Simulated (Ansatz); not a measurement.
```
CELL_PARAMETERS angstrom
      0.00000     3.13872     3.08959
      3.08959     0.00000     3.08959
      3.08959     3.13872     0.00000
ATOMIC_POSITIONS crystal
  Te 0.75000 0.75000 0.75000
  Zn 0.00000 0.00000 0.00000
```

No spin polarisation.

Level of theory: PBE (Ansatz, a program for electronic structure, PAW, without spin-orbit coupling), earlier PAW set. Settings: 9×9×9 k-points, 0.05 eV Fermi–Dirac smearing.

Problem. What is the computed band gap?

Solution. 0.98 eV.

Problem. What valence-band top at Γ (three highest levels, from the VBM) does the calculation give?

Solution. 0.00, 0.00, -0.06 eV.

With Te present, leaving out spin-orbit coupling can change the band edges. The cells carry an imposed strain or load. Whether these cells are dynamically stable was not tested. The cell was made from ZnTe in the zinc blende structure (space group F-43m, No. 216) by this change: uniaxial strain ε_yy = +1.59 %.
